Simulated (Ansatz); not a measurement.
# Thickness series of a Pt/AlN/Re junction, part 4 of 6

Wanted: T(E), the conductance and its decay constant for Pt/AlN/Re. The lower electrode is Pt fcc(111), the upper one Re hcp(0001); the barrier is AlN rock salt(111) (Al and Al faces). In the first transport cell, after relaxation, the nearest pair of electrode and barrier is Pt–Al at 2.55 Å, at a slant, at the lower face and Re–Al at 2.73 Å, at a slant, at the upper one. All share a net of side 2.807 Å, which strains the lower electrode by +0.0 %, the upper one by +1.3 % and the barrier by -2.5 %, against typed lattice constants near PBE's. The first steps treat the bulk electrodes alone.

Ansatz 0.2.0; PBE DFT, plane waves, PAW files (the session's first sound run).

So far, transmission at the Fermi level (a spin, zone mean): step 5 (T(E) of the junction) 9.0e-4. Also channels of the lower lead: step 5 1.79.

### Step 6. Conductance on a fine mesh, atomic planes in the barrier 5, gap between the electrodes 8.92 Å

Level of this step: PBE DFT, plane waves, PAW files; ballistic transmission by layer matching between semi-infinite leads (Ansatz).

System of this step: Pt/AlN/Re. The cell holds 24 atoms: 8 Pt, 3 Al, 2 N and 11 Re. Cell: a = 2.807 Å, b = 2.807 Å, c = 61.261 Å, α = 90.0°, β = 90.0°, γ = 120.0°. Regions: left electrode, 8 atoms (8 Pt); barrier, 5 atoms (3 Al and 2 N); right electrode, 11 atoms (11 Re). Vacuum lies along c.

The conductance needs T(E) within ten thermal energies of the Fermi level, on steps under 1.5 kT, and a finer mesh (30×30), since the current can rest on few wavevectors.

Contents of input.yaml:

```yaml
crystal:
  lattice:
    - [2.807, 0.0, 0.0]
    - [-1.4035, 2.4309333084, 0.0]
    - [0.0, 0.0, 61.2613383062]
  atoms:
    - { symbol: Pt, position: [0.66666667, 0.33333333, 0.1142645622] }
    - { symbol: Pt, position: [0.0, 0.0, 0.151716203] }
    - { symbol: Pt, position: [0.33333333, 0.66666667, 0.1891678438] }
    - { symbol: Pt, position: [0.66666667, 0.33333333, 0.2266194847] }
    - { symbol: Pt, position: [0.0, 0.0, 0.2640711255] }
    - { symbol: Pt, position: [0.33333333, 0.66666667, 0.3015227663] }
    - { symbol: Pt, position: [0.66666667, 0.33333333, 0.3389744071] }
    - { symbol: Pt, position: [0.0, 0.0, 0.3783997464] }
    - { symbol: Al, position: [0.33333333, 0.66666667, 0.4104368027] }
    - { symbol: "N", position: [0.66666667, 0.33333333, 0.42953855] }
    - { symbol: Al, position: [0.0, 0.0, 0.4491956596] }
    - { symbol: "N", position: [0.33333333, 0.66666667, 0.4679690604] }
    - { symbol: Al, position: [0.66666667, 0.33333333, 0.4881106494] }
    - { symbol: Re, position: [0.0, 0.0, 0.5240562177] }
    - { symbol: Re, position: [0.33333333, 0.66666667, 0.5590701688] }
    - { symbol: Re, position: [0.0, 0.0, 0.5953663098] }
    - { symbol: Re, position: [0.33333333, 0.66666667, 0.6316624508] }
    - { symbol: Re, position: [0.0, 0.0, 0.6679585918] }
    - { symbol: Re, position: [0.33333333, 0.66666667, 0.7042547328] }
    - { symbol: Re, position: [0.0, 0.0, 0.7405508738] }
    - { symbol: Re, position: [0.33333333, 0.66666667, 0.7768470148] }
    - { symbol: Re, position: [0.0, 0.0, 0.8131431558] }
    - { symbol: Re, position: [0.33333333, 0.66666667, 0.8494392968] }
    - { symbol: Re, position: [0.0, 0.0, 0.8857354378] }
kpoints:
  mp_grid: { grid: [12, 12, 1] }
scf:
  occupations: { method: fermi_dirac, width: 0.1 }
  max_iter: 150
hamiltonian:
  xc: pbe
output:
  transmission:
    kmesh: [30, 30]
    e_range: [-0.26, 0.27]
    de: 0.0375
    leads: [[3, 4], [18, 20]]
```

On the command line:

```bash
ansatz run input.yaml --threads 4 --pin off --max-ram 10240MiB --backend cpu --events-out ev --progress --plain --runs-dir out
```

Numbers of over 12 decimals in the logs are rounded to 6 here.

The program printed:

```text
[...]
Crystal: 24 atoms, lattice volume = 418.025 Å³
Basis set: ecut = 420 eV, 8269 PW (Γ)
Bands: 197, of which v1, the nominal top of the filled ones, is band 164 counted from 1 (163 counted from 0)
Symmetry: 6 space group operations
[...]
k-points: 19 of 144 (time reversal used)
[...]
SCF iter   1: F=—  HF=-222117.576858 eV  |F-HF|=—  |Δ(HF+E_count)|=         —  Δρ=1.88e-2  dr2=1.37e2  ethr=1.77e-3  ⟨swp⟩=7.4  Hψ=14890  notcnv=0  defer=65
[...]
SCF iter  10: F=-222117.244518 eV  HF=-222117.244518 eV  |F-HF|=8.84e-8  |Δ(HF+E_count)|=   7.36e-9  Δρ=2.23e-6  dr2=9.54e-8  ethr=3.05e-11  ⟨swp⟩=14.7  Hψ=11928  notcnv=0
SCF 1 converged in 10 iterations: F = -222117.244518 eV  dr2 = 9.54e-8
[...]
transmission: 516 of 5096 steps passed
transmission: 1020 of 5096 steps passed
[...]
transmission: 5096 of 5096 steps passed
SCF converged after 10 iterations
Free energy (F): -222117.244518 eV
[...]
Internal energy: -222116.491685 eV  (E = F + TS)
E sigma→0 (E₀):  -222116.868101 eV
Entropy (-TS):   -0.752833 eV (-31.368 meV/atom)
Fermi energy:    16.230313 eV
[...]
--- Band table (eV; the first three rows and the last of 19) ---
  k-point 0: bands = [... 160 lower, 15.1500, 15.2199, 15.2199, 15.2245, 15.3877, 15.3877, 15.5123, 15.5123, ... 29 higher]
  k-point 1: bands = [... 160 lower, 15.2189, 15.2221, 15.2279, 15.3350, 15.4174, 15.4945, 15.5557, 15.5716, ... 29 higher]
  k-point 2: bands = [... 160 lower, 15.3626, 15.4013, 15.4270, 15.4793, 15.5961, 15.6234, 15.6681, 15.6722, ... 29 higher]
  k-point 18: bands = [... 160 lower, 16.1688, 16.2323, 16.2731, 16.3902, 16.7703, 17.3516, 17.6340, 18.0637, ... 29 higher]
--- Transmission ---
  basis      : 61 plane waves across, 56 finite elements along
  points     : 91, standing for a mesh of 30 x 30
  filling    : by the input's occupations and mesh, since the crystals that have channels conduct as metals do. If one of these is a semiconductor, that mesh has misplaced its level
[...]
filled         : 29.7 meV over the level at which it is neutral
    channels       : 1.652222e0 a spin
    conductance    : 1.8817e15 S/m² at 300 K; may be off by some 0.0 % by where its bands' edges are placed, 2.7 % from the k-mesh, 5.3 % from the distance to neutral
    slowest decay  : 0.0366 /Å at (0.3667, 0.2667)
[...]
filled         : 17.5 meV over the level at which it is neutral
    channels       : 1.275556e0 a spin
[...]
slowest decay  : 0.0254 /Å at (0.1000, 0.1000)
  junction   : crystal 0 to crystal 1, 14.33 to 40.51 Å
    transmission   : 3.224867e-2 a spin
    conductance    : 3.1426e13 S/m² at 300 K (3.4843e13 on every other point, 2.9008e13 on every other energy)
    error estimate : 7.7 % from the energy spacing and 1.5 % from band edges of the leads and from resonances (wavevectors taken as independent; lower de), 32.8 % from the k-mesh, 17.2 % from the steps of its leads' Hamiltonians or their offsets (lay more layers), 4.1 % from the distance to neutral
    resistance     : 3.1214e-2 Ω µm² beyond half of each lead's own
```

Elapsed: 4.3 min, on 4 threads of Arm Neoverse V1, shared host; peak memory 2.5 GiB.

This step gave:

```yaml
free_energy: -222117.2445 eV
fermi_energy: 16.23 eV
transmission_at_the_fermi_level_a_spin_zone_mean: 0.03225
channels_of_the_lower_lead: 1.652
channels_of_the_upper_lead: 1.276
ballistic_conductance_of_the_lower_lead: 1.88e15 S/m²
potential_step_in_the_upper_lead: 2.7 meV
ballistic_conductance_of_the_upper_lead: 1.47e15 S/m²
junction_conductance: 3.14e13 S/m²
error_estimates_by_source_in_the_log_s_order: 7.7, 1.5, 32.8, 17.2, 4.1 %
resistance_area_product_beyond_the_leads: 0.03121 Ω um²
```

One spin. The transmission, zone mean by energy, zero at the Fermi level:

```csv
energy (eV),"transmission, zone mean"
-0.260,0.0408
-0.223,0.0398
-0.185,0.0376
-0.147,0.0493
-0.110,0.0282
-0.072,0.0275
-0.035,0.0288
0.003,0.0322
0.040,0.0212
0.077,0.0238
0.115,0.0152
0.152,0.0187
0.190,0.0322
0.228,0.0236
0.265,0.0174
```

One spin. Table of open channels, zone mean by energy, zero at the Fermi level:

```
energy (eV)  lower lead  upper lead
     -0.260        1.93        1.32
     -0.223        2.00        1.28
     -0.185        2.05        1.25
     -0.147        2.02        1.29
     -0.110        1.93        1.31
     -0.072        1.82        1.28
     -0.035        1.78        1.32
      0.003        1.65        1.28
      0.040        1.55        1.26
      0.077        1.42        1.32
      0.115        1.34        1.34
      0.152        1.22        1.28
      0.190        1.18        1.26
      0.228        1.10        1.27
      0.265        1.07        1.26
```

Transmission over k1 and k2. At 0.0025 eV from the Fermi level; zeros and values more than six decades under the largest are shown at that floor.

log10 of the mean of each cell. Values, 12 rows by 16 columns:
```
-1.3 -1.0 -1.1 -1.5 -3.3 -2.4 -1.5 -1.0 -1.1 -1.6 -2.3 -2.0 -2.2 -2.0 -2.3 -2.3
-1.5 -0.9 -0.4 -1.0 -3.0 -2.9 -1.9 -0.6 -0.7 -0.8 -1.8 -2.0 -2.2 -2.8 -2.2 -2.0
-2.4 -1.9 -1.8 -2.8 -3.6 -3.0 -3.0 -3.3 -2.6 -1.7 -2.2 -2.4 -2.5 -2.3 -2.3 -2.2
-2.1 -3.2 -2.9 -3.0 -2.9 -2.2 -2.6 -2.4 -2.4 -3.0 -2.9 -3.1 -2.6 -1.9 -2.2 -2.1
-1.4 -1.3 -1.7 -3.0 -2.7 -2.5 -2.5 -3.0 -2.4 -2.6 -2.7 -3.1 -2.1 -1.2 -1.4 -2.2
-1.3 -0.9 -0.7 -2.9 -2.9 -2.2 -2.6 -2.2 -2.2 -3.0 -2.1 -2.7 -2.5 -0.6 -1.1 -1.2
-1.5 -1.2 -0.7 -0.9 -3.2 -2.5 -2.6 -3.0 -2.2 -3.0 -2.8 -2.4 -3.2 -1.3 -0.6 -1.1
-1.8 -2.0 -1.8 -1.8 -3.1 -2.9 -2.9 -2.4 -2.2 -3.1 -2.2 -2.3 -2.9 -2.9 -2.1 -1.8
-2.1 -2.0 -2.0 -2.1 -3.2 -3.2 -3.0 -3.2 -2.8 -2.6 -2.5 -3.0 -3.5 -3.1 -3.1 -3.3
-2.0 -2.1 -2.8 -2.5 -2.1 -2.0 -1.5 -0.6 -2.6 -2.9 -2.9 -3.1 -2.8 -1.3 -0.6 -1.9
-1.6 -2.3 -2.2 -2.4 -2.1 -2.3 -1.5 -1.1 -0.6 -0.9 -2.3 -3.2 -2.0 -0.5 -1.1 -1.1
-1.5 -1.7 -1.8 -2.1 -2.2 -2.0 -1.6 -1.5 -1.2 -1.3 -1.7 -2.3 -2.6 -1.7 -1.2 -1.2
```
Columns: k1 (b1) from -0.5 to 0.467; rows upwards: k2 (b2) from -0.5 to 0.467.

G = 3.1e13 S/m² (1/G = 0.0318 Ω µm²). The largest error estimate is 33 %, from the mesh across the current. In the worse lead the potential repeats within 11 meV, which the program lets pass, though it still puts 17 % of error on the junction's conductance through them. By hand, Landauer's formula with T at one energy: G = (e²/h) ΣT / A = 3.874e-5 S × 0.0645 / 6.824 Å² = 3.7e13 S/m², with T summed over both spins. The printed value averages T over the Fermi window and is 0.86 times this.

### Step 7. Conductance, atomic planes in the barrier 7, gap between the electrodes 11.28 Å

System of this step: Pt/AlN/Re. The cell holds 26 atoms: 8 Pt, 4 Al, 3 N and 11 Re. Cell: a = 2.807 Å, b = 2.807 Å, c = 63.620 Å, α = 90.0°, β = 90.0°, γ = 120.0°. Regions: left electrode, 8 atoms (8 Pt); barrier, 7 atoms (4 Al and 3 N); right electrode, 11 atoms (11 Re). Vacuum lies along c.

Barrier layers are added or taken out in the middle, and the relaxed faces stay.

Contents of input.yaml:

```yaml
crystal:
  lattice:
    - [2.807, 0.0, 0.0]
    - [-1.4035, 2.4309333084, 0.0]
    - [0.0, 0.0, 63.6204655587]
  atoms:
    - { symbol: Pt, position: [0.66666667, 0.33333333, 0.1100274878] }
    - { symbol: Pt, position: [0.0, 0.0, 0.1460903745] }
    - { symbol: Pt, position: [0.33333333, 0.66666667, 0.1821532612] }
    - { symbol: Pt, position: [0.66666667, 0.33333333, 0.2182161478] }
    - { symbol: Pt, position: [0.0, 0.0, 0.2542790345] }
    - { symbol: Pt, position: [0.33333333, 0.66666667, 0.2903419211] }
    - { symbol: Pt, position: [0.66666667, 0.33333333, 0.3264048078] }
    - { symbol: Pt, position: [0.0, 0.0, 0.3643682057] }
    - { symbol: Al, position: [0.33333333, 0.66666667, 0.3952172874] }
    - { symbol: "N", position: [0.66666667, 0.33333333, 0.4136107178] }
    - { symbol: Al, position: [0.0, 0.0, 0.432538917] }
    - { symbol: "N", position: [0.33333333, 0.66666667, 0.4506412674] }
    - { symbol: Al, position: [0.66666667, 0.33333333, 0.4696637495] }
    - { symbol: "N", position: [0.0, 0.0, 0.4876974399] }
    - { symbol: Al, position: [0.33333333, 0.66666667, 0.5070921534] }
    - { symbol: Re, position: [0.66666667, 0.33333333, 0.5417048145] }
    - { symbol: Re, position: [0.0, 0.0, 0.5754204041] }
    - { symbol: Re, position: [0.66666667, 0.33333333, 0.6103706383] }
    - { symbol: Re, position: [0.0, 0.0, 0.6453208725] }
    - { symbol: Re, position: [0.66666667, 0.33333333, 0.6802711068] }
    - { symbol: Re, position: [0.0, 0.0, 0.715221341] }
    - { symbol: Re, position: [0.66666667, 0.33333333, 0.7501715752] }
    - { symbol: Re, position: [0.0, 0.0, 0.7851218095] }
    - { symbol: Re, position: [0.66666667, 0.33333333, 0.8200720437] }
    - { symbol: Re, position: [0.0, 0.0, 0.8550222779] }
    - { symbol: Re, position: [0.66666667, 0.33333333, 0.8899725122] }
kpoints:
  mp_grid: { grid: [12, 12, 1] }
scf:
  occupations: { method: fermi_dirac, width: 0.1 }
  max_iter: 150
hamiltonian:
  xc: pbe
output:
  transmission:
    kmesh: [30, 30]
    e_range: [-0.26, 0.27]
    de: 0.0375
    leads: [[3, 4], [20, 22]]
```

The program printed:

```text
[...]
Crystal: 26 atoms, lattice volume = 434.123 Å³
Basis set: ecut = 420 eV, 8565 PW (Γ)
Bands: 202, of which v1, the nominal top of the filled ones, is band 168 counted from 1 (167 counted from 0)
Symmetry: 6 space group operations
[...]
k-points: 19 of 144 (time reversal used)
[...]
SCF iter   1: F=—  HF=-223041.408470 eV  |F-HF|=—  |Δ(HF+E_count)|=         —  Δρ=1.79e-2  dr2=1.17e2  ethr=1.77e-3  ⟨swp⟩=7.6  Hψ=15979  notcnv=0  defer=64
[...]
SCF iter  11: F=-223041.098391 eV  HF=-223041.098391 eV  |F-HF|=5.51e-8  |Δ(HF+E_count)|=   4.83e-9  Δρ=1.70e-6  dr2=5.88e-8  ethr=2.98e-11  ⟨swp⟩=12.9  Hψ=10691  notcnv=0
SCF 1 converged in 11 iterations: F = -223041.098391 eV  dr2 = 5.88e-8
[...]
transmission: 543 of 5369 steps passed
transmission: 1074 of 5369 steps passed
[...]
transmission: 5369 of 5369 steps passed
SCF converged after 11 iterations
Free energy (F): -223041.098391 eV
[...]
Internal energy: -223040.343831 eV  (E = F + TS)
E sigma→0 (E₀):  -223040.721111 eV
Entropy (-TS):   -0.754561 eV (-29.022 meV/atom)
Fermi energy:    16.119137 eV
[...]
--- Band table (eV; the first three rows and the last of 19) ---
  k-point 0: bands = [... 164 lower, 15.0424, 15.1058, 15.1090, 15.1090, 15.2766, 15.2766, 15.4011, 15.4011, ... 30 higher]
  k-point 1: bands = [... 164 lower, 15.1082, 15.1108, 15.1145, 15.2242, 15.3065, 15.3851, 15.4410, 15.4598, ... 30 higher]
  k-point 2: bands = [... 164 lower, 15.2517, 15.2900, 15.3147, 15.3664, 15.4843, 15.5124, 15.5573, 15.5610, ... 30 higher]
  k-point 18: bands = [... 164 lower, 16.0576, 16.1211, 16.1619, 16.2790, 16.6594, 17.2412, 17.4732, 17.9538, ... 30 higher]
--- Transmission ---
  basis      : 61 plane waves across, 59 finite elements along
  points     : 91, standing for a mesh of 30 x 30
[...]
filled         : 29.7 meV over the level at which it is neutral
    channels       : 1.652222e0 a spin
[...]
slowest decay  : 0.0368 /Å at (0.3667, 0.2667)
[...]
filled         : 17.4 meV over the level at which it is neutral
    channels       : 1.275556e0 a spin
[...]
slowest decay  : 0.0254 /Å at (0.1000, 0.1000)
  junction   : crystal 0 to crystal 1, 14.33 to 42.87 Å
    transmission   : 4.879227e-3 a spin
[...]
resistance     : 2.4985e-1 Ω µm² beyond half of each lead's own
```

Run time: 4.6 min. Hardware: 4 threads; peak memory 2.6 GiB.

This step gave:

```
free energy                                         : -223041.0984 eV
Fermi energy                                        : 16.12 eV
transmission at the Fermi level (a spin, zone mean) : 0.004879
potential step in the upper lead                    : 2.8 meV
junction conductance                                : 3.99e12 S/m²
error estimates by source, in the log's order       : 0.2, 9.6, 44, 16.2, 0.9 %
resistance-area product beyond the leads            : 0.2498 Ω um²
```

One spin. Table of transmission, zone mean by energy, zero at the Fermi level:

```csv
energy (eV),"transmission, zone mean"
-0.260,0.00639
-0.223,0.0123
-0.185,0.00484
-0.147,0.00967
-0.110,0.00344
-0.072,0.00300
-0.035,0.00308
0.003,0.00488
0.040,0.00249
0.077,0.00259
0.115,0.00191
0.152,0.00204
0.190,0.00245
0.228,0.00324
0.265,0.00196
```

One spin. Open channels, zone mean against energy, zero at the Fermi level:

(Unchanged from step 6.)

Transmission over k1 and k2. At 0.0025 eV from the Fermi level; zeros and values more than six decades under the largest are shown at that floor.

log10 of the mean of each cell. Values, 12 rows by 16 columns:
```
-1.9 -1.8 -2.4 -2.7 -3.9 -3.3 -2.8 -2.0 -1.8 -2.3 -3.0 -3.1 -3.3 -3.1 -3.3 -2.6
-2.6 -2.1 -1.1 -1.7 -4.0 -4.2 -3.1 -1.3 -1.4 -1.9 -3.0 -3.1 -3.9 -4.8 -4.0 -3.1
-3.1 -3.2 -2.9 -3.7 -4.5 -4.0 -4.0 -4.1 -3.4 -2.8 -3.2 -3.1 -3.4 -3.7 -4.1 -3.2
-2.9 -3.9 -4.2 -4.2 -3.7 -3.0 -3.4 -3.2 -3.2 -3.9 -4.1 -4.2 -3.3 -2.8 -3.6 -3.1
-2.5 -2.5 -2.9 -4.1 -3.6 -3.3 -3.3 -3.7 -3.2 -3.4 -3.6 -4.1 -3.2 -2.4 -2.5 -2.6
-1.9 -1.9 -1.3 -3.7 -3.7 -3.0 -3.3 -2.8 -2.8 -3.7 -2.9 -3.5 -3.4 -1.3 -2.1 -1.9
-2.0 -2.0 -1.5 -1.7 -4.0 -3.4 -3.4 -3.8 -2.8 -3.7 -3.6 -3.2 -4.0 -1.9 -1.4 -2.1
-2.7 -2.8 -3.0 -3.0 -4.0 -4.1 -3.9 -3.2 -2.9 -3.8 -3.0 -3.1 -3.9 -4.1 -3.4 -3.0
-2.9 -3.5 -3.4 -3.0 -3.8 -4.1 -4.0 -4.0 -3.6 -3.4 -3.3 -3.8 -4.3 -4.1 -4.1 -3.8
-2.8 -3.5 -4.7 -4.1 -3.1 -2.9 -2.8 -1.3 -3.4 -3.8 -4.1 -4.2 -3.6 -1.9 -1.4 -3.1
-2.5 -3.6 -3.9 -4.1 -3.7 -3.5 -2.5 -2.1 -1.4 -1.9 -3.5 -4.2 -3.2 -1.3 -2.2 -2.1
-1.9 -2.4 -2.9 -2.9 -3.1 -3.0 -2.4 -2.0 -1.8 -2.4 -2.8 -3.1 -3.3 -2.9 -2.2 -1.8
```
Columns: k1 (b1) from -0.5 to 0.467; rows upwards: k2 (b2) from -0.5 to 0.467.

G = 4.0e12 S/m² (1/G = 0.250 Ω µm²), 0.13 times the step before of this kind. The largest error estimate is 44 %, from the mesh across the current. In the worse lead the potential repeats within 11 meV, which the program lets pass, though it still puts 16 % of error on the junction's conductance through them.

### Step 8. Conductance, 28 atoms

System of this step: Pt/AlN/Re. The cell holds 28 atoms: 8 Pt, 5 Al, 4 N and 11 Re. Cell: a = 2.807 Å, b = 2.807 Å, c = 65.980 Å, α = 90.0°, β = 90.0°, γ = 120.0°. Regions: left electrode, 8 atoms (8 Pt); barrier, 9 atoms (5 Al and 4 N); right electrode, 11 atoms (11 Re). Vacuum lies along c.

Barrier layers are added or taken out in the middle, and the relaxed faces stay.

Contents of input.yaml:

```yaml
crystal:
  lattice:
    - [2.807, 0.0, 0.0]
    - [-1.4035, 2.4309333084, 0.0]
    - [0.0, 0.0, 65.9795928113]
  atoms:
    - { symbol: Pt, position: [0.66666667, 0.33333333, 0.1060934101] }
    - { symbol: Pt, position: [0.0, 0.0, 0.1408668536] }
    - { symbol: Pt, position: [0.33333333, 0.66666667, 0.175640297] }
    - { symbol: Pt, position: [0.66666667, 0.33333333, 0.2104137404] }
    - { symbol: Pt, position: [0.0, 0.0, 0.2451871839] }
    - { symbol: Pt, position: [0.33333333, 0.66666667, 0.2799606273] }
    - { symbol: Pt, position: [0.66666667, 0.33333333, 0.3147340708] }
    - { symbol: Pt, position: [0.0, 0.0, 0.3513400719] }
    - { symbol: Al, position: [0.33333333, 0.66666667, 0.3810861321] }
    - { symbol: "N", position: [0.66666667, 0.33333333, 0.3988218979] }
    - { symbol: Al, position: [0.0, 0.0, 0.4170733116] }
    - { symbol: "N", position: [0.33333333, 0.66666667, 0.4345284051] }
    - { symbol: Al, position: [0.66666667, 0.33333333, 0.4528465054] }
    - { symbol: "N", position: [0.0, 0.0, 0.470283813] }
    - { symbol: Al, position: [0.33333333, 0.66666667, 0.4886261384] }
    - { symbol: "N", position: [0.66666667, 0.33333333, 0.5060150269] }
    - { symbol: Al, position: [0.0, 0.0, 0.5247162745] }
    - { symbol: Re, position: [0.33333333, 0.66666667, 0.5580913458] }
    - { symbol: Re, position: [0.66666667, 0.33333333, 0.5906014207] }
    - { symbol: Re, position: [0.33333333, 0.66666667, 0.624301995] }
    - { symbol: Re, position: [0.66666667, 0.33333333, 0.6580025694] }
    - { symbol: Re, position: [0.33333333, 0.66666667, 0.6917031438] }
    - { symbol: Re, position: [0.66666667, 0.33333333, 0.7254037181] }
    - { symbol: Re, position: [0.33333333, 0.66666667, 0.7591042925] }
    - { symbol: Re, position: [0.66666667, 0.33333333, 0.7928048668] }
    - { symbol: Re, position: [0.33333333, 0.66666667, 0.8265054412] }
    - { symbol: Re, position: [0.66666667, 0.33333333, 0.8602060155] }
    - { symbol: Re, position: [0.33333333, 0.66666667, 0.8939065899] }
kpoints:
  mp_grid: { grid: [12, 12, 1] }
scf:
  occupations: { method: fermi_dirac, width: 0.1 }
  max_iter: 150
hamiltonian:
  xc: pbe
output:
  transmission:
    kmesh: [30, 30]
    e_range: [-0.26, 0.27]
    de: 0.0375
    leads: [[3, 4], [22, 24]]
```

The program printed:

```text
[...]
Crystal: 28 atoms, lattice volume = 450.220 Å³
Basis set: ecut = 420 eV, 8873 PW (Γ)
Bands: 207, of which v1, the nominal top of the filled ones, is band 172 counted from 1 (171 counted from 0)
Symmetry: 6 space group operations
[...]
k-points: 19 of 144 (time reversal used)
[...]
channels       : 1.652222e0 a spin
[...]
slowest decay  : 0.0366 /Å at (0.3667, 0.2667)
[...]
filled         : 17.4 meV over the level at which it is neutral
    channels       : 1.275556e0 a spin
[...]
slowest decay  : 0.0254 /Å at (0.1000, 0.1000)
  junction   : crystal 0 to crystal 1, 14.33 to 45.22 Å
    transmission   : 1.168999e-3 a spin
[...]
resistance     : 1.0301e0 Ω µm² beyond half of each lead's own
[key lines of the parts left out:]
SCF converged after 11 iterations
Free energy (F): -223964.960282 eV
Fermi energy:    16.016034 eV
```

The job ended after 4.9 min (4 threads; peak memory 2.8 GiB; 14 min of CPU time).

G = 9.7e11 S/m² (1/G = 1.03 Ω µm²), 0.24 times the step before of this kind. The largest error estimate is 44 %, from the mesh across the current. In the worse lead the potential repeats within 11 meV, which the program lets pass, though it still puts 20 % of error on the junction's conductance through them.

(Part 4 of 6 ends here.)

[Logs are printed without paths, hosts, clocks, repeated set-up lines and the standing remarks that a program may print on its own settings, such as how far it seeks lower states.]

[Hosts, paths, dates, database ids (printed as entryN), source tags and the programs' standing remarks are cut or masked in the printed files.]
